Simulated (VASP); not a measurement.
# AlN (P6_3/mmc) in VASP: single point with LDA

Aim: the single point of AlN with LDA.

Everything below comes from runs of VASP 6.6.1. Logs are shortened: lines on timing, memory, paths and dates and some standing lists are left out, and cuts for length are marked.

**1. The structure**

The structure is hexagonal, space group P6_3/mmc (No. 194). The conventional cell has a = 3.312 Å, b = 3.312 Å, c = 4.188 Å, α = 90.00°, β = 90.00°, γ = 120.00°. Al (site symmetry -6m2) has 5 N at 1.91 to 2.09 Å as nearest neighbours. N (site symmetry -6m2) has 5 Al at 1.91 to 2.09 Å as nearest neighbours.

Measurements of this composition are mostly on another form, of space group No. 186.

**2. Single point, LDA**

File INCAR:

```
PREC = Accurate
ENCUT = 520
EDIFF = 1E-6
ISMEAR = 0
SIGMA = 0.1
LREAL = False
LASPH = True
NELM = 100
ALGO = Fast
ISIF = 2
LWAVE = False
LCHARG = False
GGA = CA
NBANDS = 16
```

File KPOINTS:

```
regular mesh
0
Gamma
  6 6 4
```

File POSCAR:

```
AlN
1.0
    3.3121157418      0.0000000000      0.0000000000
   -1.6560578709      2.8683763727      0.0000000000
    0.0000000000      0.0000000000      4.1875630000
Al N
2 2
Direct
    0.3333333300      0.6666666700      0.7500000000
    0.6666666700      0.3333333300      0.2500000000
    0.3333333300      0.6666666700      0.2500000000
    0.6666666700      0.3333333300      0.7500000000
```

Potentials or basis: VASP PAW LDA potentials, release 64 (Al, N).

The run is started by

```bash
> cat potpaw_LDA.64/Al/POTCAR potpaw_LDA.64/N/POTCAR > POTCAR
> mpirun -np 1 vasp_std > vasp.out
```

OUTCAR:

```text
PREC = Accurate
   ENCUT = 520
   EDIFF = 1E-6
   ISMEAR = 0
   LREAL = False
   LASPH = True
   NELM = 100
   ISIF = 2
   GGA = CA

 ion  position               nearest neighbor table
   1  0.333  0.667  0.750-   4 1.91   4 1.91   4 1.91   3 2.09   3 2.09   2 2.84   2 2.84   2 2.84
                             2 2.84   2 2.84   2 2.84
   2  0.667  0.333  0.250-   3 1.91   3 1.91   3 1.91   4 2.09   4 2.09   1 2.84   1 2.84   1 2.84
                             1 2.84   1 2.84   1 2.84
   3  0.333  0.667  0.250-   2 1.91   2 1.91   2 1.91   1 2.09   1 2.09
   4  0.667  0.333  0.750-   1 1.91   1 1.91   1 1.91   2 2.09   2 2.09

  LATTYP: Found a hexagonal cell.
 ALAT       =     3.3121157418
 C/A-ratio  =     1.2643166261

  Lattice vectors:

 A1 = (   3.3121157418,   0.0000000000,   0.0000000000)
 A2 = (  -1.6560578709,   2.8683763727,   0.0000000000)
 A3 = (   0.0000000000,   0.0000000000,   4.1875630000)

Analysis of symmetry for initial positions (statically):
=====================================================================
 Subroutine PRICEL returns:
 Original cell was already a primitive cell.

 Routine SETGRP: Setting up the symmetry group for a
 hexagonal supercell.

 Subroutine GETGRP returns: Found 24 space group operations
 (whereof 12 operations were pure point group operations)
 out of a pool of 24 trial point group operations.

The static configuration has the point symmetry D_3d.
 The point group associated with its full space group is D_6h.

Analysis of symmetry for dynamics (positions and initial velocities):
=====================================================================
 Subroutine PRICEL returns:
 Original cell was already a primitive cell.

 Routine SETGRP: Setting up the symmetry group for a
 hexagonal supercell.

 Subroutine GETGRP returns: Found 24 space group operations
 (whereof 12 operations were pure point group operations)
 out of a pool of 24 trial point group operations.

The dynamic configuration has the point symmetry D_3d.
 The point group associated with its full space group is D_6h.

 Subroutine INISYM returns: Found 24 space group operations
 (whereof 12 operations are pure point group operations),
 and found     1 'primitive' translations

----------------------------------------------------------------------------------------

                                     Primitive cell

  volume of cell :      39.7835

  direct lattice vectors                    reciprocal lattice vectors
     3.312115742  0.000000000  0.000000000     0.301921816  0.174314642  0.000000000
    -1.656057871  2.868376373  0.000000000     0.000000000  0.348629284  0.000000000
     0.000000000  0.000000000  4.187563000     0.000000000  0.000000000  0.238802377

  length of vectors
     3.312115742  3.312115742  4.187563000     0.348629284  0.348629284  0.238802377

  position of ions in fractional coordinates (direct lattice)
     0.333333330  0.666666670  0.750000000
     0.666666670  0.333333330  0.250000000
     0.333333330  0.666666670  0.250000000
     0.666666670  0.333333330  0.750000000

  ion indices of the primitive-cell ions
   primitive index   ion index
                 1           1
                 2           2
                 3           3
                 4           4

----------------------------------------------------------------------------------------

 KPOINTS: regular mesh

Automatic generation of k-mesh.
 Grid dimensions read from file:
 generate k-points for:    6    6    4

 Generating k-lattice:

  Cartesian coordinates                     Fractional coordinates (reciprocal lattice)
     0.050320303  0.029052440  0.000000000     0.166666667  0.000000000  0.000000000
     0.000000000  0.058104881  0.000000000     0.000000000  0.166666667  0.000000000
     0.000000000  0.000000000  0.059700594     0.000000000  0.000000000  0.250000000

  Length of vectors
     0.058104881  0.058104881  0.059700594

  Shift w.r.t. Gamma in fractional coordinates (k-lattice)
     0.000000000  0.000000000  0.000000000

 Subroutine IBZKPT returns following result:
 ===========================================

 Found     21 irreducible k-points:

 Following reciprocal coordinates:
            Coordinates               Weight
  0.000000  0.000000  0.000000      1.000000
  0.166667  0.000000  0.000000      6.000000
  0.333333 -0.000000  0.000000      6.000000
  0.500000  0.000000  0.000000      3.000000
  0.166667  0.166667  0.000000      6.000000
  0.333333  0.166667  0.000000     12.000000
[... 13 lines left out ...]
  0.333333  0.166667  0.500000     12.000000
  0.333333  0.333333  0.500000      2.000000
   k-points           NKPTS =     21   k-points in BZ     NKDIM =     21   number of bands    NBANDS=     16
   number of dos      NEDOS =    301   number of ions     NIONS =      4
   total plane-waves  NPLWV =  25088
   dimension x,y,z NGX =    28 NGY =   28 NGZ =   32
   dimension x,y,z NGXF=    56 NGYF=   56 NGZF=   64
   ions per type =               2   2
   NGX,Y,Z   is equivalent  to a cutoff of  14.05, 14.05, 12.70 a.u.
   NGXF,Y,Z  is equivalent  to a cutoff of  28.11, 28.11, 25.41 a.u.
 SYSTEM =  unknown system
   PREC   = accura    normal or accurate (medium, high low for compatibility)
   ISTART =      0    job   : 0-new  1-cont  2-samecut
   ICHARG =      2    charge: 1-file 2-atom 10-const
   ISPIN  =      1    spin polarized calculation?
   LNONCOLLINEAR =      F non collinear calculations
   LSORBIT =      F    spin-orbit coupling
   LASPH  =      T    aspherical Exc in radial PAW
   ENCUT  =  520.0 eV  38.22 Ry    6.18 a.u.   6.16  6.16  7.79*2*pi/ulx,y,z
   NELM   =    100;   NELMIN=  2; NELMDL= -5     # of ELM steps
   EDIFF  = 0.1E-05   stopping-criterion for ELM
   LREAL  =      F    real-space projection
   EDIFFG = 0.1E-04   stopping-criterion for IOM
   NSW    =      0    number of steps for IOM
   IBRION =     -1    ionic relax: 0-MD 1-quasi-New 2-CG
   NFREE  =      0    steps in history (QN), initial steepest desc. (CG)
   ISIF   =      2    stress and relaxation
   ISYM   =      2    0-nonsym 1-usesym 2-fastsym
   POTIM  = 0.5000    time-step for ionic-motion
   TEBEG  =    0.0;   TEEND  =   0.0 temperature during run
   PSTRESS=    0.0 pullay stress
   NELECT =      16.0000    total number of electrons
   NUPDOWN=      -1.0000    fix difference up-down
   EMIN   =  10.00;   EMAX   =-10.00  energy-range for DOS
   EFERMI =   0.00;   METHOD = LEGACY
   ISMEAR =     0;   SIGMA  =   0.10  broadening in eV -4-tet -1-fermi 0-gaus
   EFERMI_NEDOS =   21; number of points for ismear=-14 and -15
   IALGO  =     68    algorithm
   IMIX   =      4    mixing-type and parameters
     AMIX     =   0.40;   BMIX     =  1.00
     AMIX_MAG =   1.60;   BMIX_MAG =  1.00
  volume/ion in A,a.u.               =       9.95        67.12
  Fermi-wavevector in a.u.,A,eV,Ry     =   1.208409  2.283561 19.867927  1.460251
  Thomas-Fermi vector in A             =   2.344017
   LORBIT       =      0    0 simple, 1 ext, 2 COOP (PROOUT), +10 PAW based schemes
   GGA     = CA    functional components
   LHFCALC =     F    Hartree Fock is set to
   AEXX    =    0.0000 exact exchange contribution
   IVDW    =     0    specifies the selected vdW correction
   LEPSILON=     F    determine dielectric tensor
   LRPA    =     F    only Hartree local field effects (RPA)
 non-spin polarized calculation
 RMM-DIIS sequential band-by-band and
 Gauss-broadening in eV      SIGMA  =   0.10
  energy-cutoff  :      520.00
  volume of cell :       39.78
 maximum number of plane-waves:      1080
 NGX is ok and might be reduce to    28
   NGX = 13   NGY = 13   NGZ = 15

 number of electron      16.0000001 magnetization

 Free energy of the ion-electron system (eV)
  ---------------------------------------------------
  ext. energy  EPLUGINS =         0.00000000
  ---------------------------------------------------
  free energy    TOTEN  =       -32.44178390 eV

  energy without entropy =      -32.44178390  energy(sigma->0) =      -32.44178390

 E-fermi :   8.1686     XC(G=0): -11.4878

 val. band max:        7.6831259119   @ k =   0.0000   0.0000   0.0000
 cond. band min:      10.9687063294   @ k =   0.0000   0.0000   0.0000
 fundamental gap:      3.2855804175
 Fermi energy:         8.1685958541

 k-point     1 :       0.0000    0.0000    0.0000
  band No.  band energies     occupation
      1      -8.9411      2.00000
      2      -5.2130      2.00000
      3       0.7832      2.00000
      4       4.4115      2.00000
      5       4.4115      2.00000
      6       6.0775      2.00000
[... 8 lines left out ...]
     15      19.3321      0.00000
     16      19.4995      0.00000

 k-point     2 :       0.1667    0.0000    0.0000
  band No.  band energies     occupation
      1      -8.6242      2.00000
      2      -5.2123      2.00000
      3       1.1220      2.00000
      4       3.3780      2.00000
      5       4.0120      2.00000
      6       5.1423      2.00000
[... 8 lines left out ...]
     15      18.4290      0.00000
     16      19.7214      0.00000

 k-point     3 :       0.3333   -0.0000    0.0000
  band No.  band energies     occupation
      1      -7.7788      2.00000
      2      -5.4221      2.00000
      3       1.8087      2.00000
      4       2.0591      2.00000
      5       3.4272      2.00000
      6       3.8878      2.00000
[... 8 lines left out ...]
     15      18.8441      0.00000
     16      20.3523      0.00000
[... 305 lines left out ...]
 k-point    20 :       0.3333    0.1667    0.5000
  band No.  band energies     occupation
      1      -6.3012      2.00000
      2      -6.3012      2.00000
      3       0.7310      2.00000
      4       0.7310      2.00000
      5       3.4531      2.00000
      6       3.4531      2.00000
[... 8 lines left out ...]
     15      19.7443      0.00000
     16      19.7443      0.00000

 k-point    21 :       0.3333    0.3333    0.5000
  band No.  band energies     occupation
      1      -6.1163      2.00000
      2      -6.1163      2.00000
      3       0.7988      2.00000
      4       0.7988      2.00000
      5       2.5112      2.00000
      6       2.5112      2.00000
[... 8 lines left out ...]
     15      20.0709      0.00000
     16      20.0709      0.00000

------------------------ aborting loop because EDIFF is reached ----------------------------------------

  FORCE on cell =-STRESS in cart. coord.  units (eV):
  Direction    XX          YY          ZZ          XY          YZ          ZX
  --------------------------------------------------------------------------------------
  -------------------------------------------------------------------------------------
  Total       -1.9881571     -1.9881571     -2.1074827      0.0000000     -0.0000000     -0.0000000
  in kB      -80.0678736    -80.0678736    -84.8734027      0.0000000     -0.0000000     -0.0000000
  external PRESSURE =     -81.6697167 kB  Pullay stress =       0.0000000 kB

 VOLUME and BASIS-vectors are now :
 -----------------------------------------------------------------------------
  energy-cutoff  :      520.00
  volume of cell :       39.78
      direct lattice vectors                 reciprocal lattice vectors
     3.312115742  0.000000000  0.000000000     0.301921816  0.174314642  0.000000000
    -1.656057871  2.868376373  0.000000000     0.000000000  0.348629284  0.000000000
     0.000000000  0.000000000  4.187563000     0.000000000  0.000000000  0.238802377

 POSITION                                       TOTAL-FORCE (eV/Angst)
 -----------------------------------------------------------------------------------
     -0.00000      1.91225      3.14067         0.000000     -0.000000      0.000000
      1.65606      0.95613      1.04689         0.000000      0.000000      0.000000
     -0.00000      1.91225      1.04689         0.000000     -0.000000      0.000000
      1.65606      0.95613      3.14067        -0.000000      0.000000      0.000000
 -----------------------------------------------------------------------------------
    total drift:                               -0.000001      0.000001      0.000000

  FREE ENERGIE OF THE ION-ELECTRON SYSTEM (eV)
  ---------------------------------------------------
  free  energy   TOTEN  =       -32.4417838973 eV

  energy  without entropy=      -32.4417838973  energy(sigma->0) =      -32.44178390
```

It took 21 s on 1 thread of Intel Xeon Platinum 8259CL at 2.50GHz (Skylake/Cascade Lake), shared host; peak memory 0.14 GiB.

What came out:

* Free energy: -32.4418 eV
* Pressure: -8.2 GPa
* Band gap on the k mesh: 3.29 eV, direct

Stress tensor (GPa, compression positive):
```
-8.01  0.00  0.00
 0.00 -8.01  0.00
 0.00  0.00 -8.49
```

A k mesh can miss the band edges.
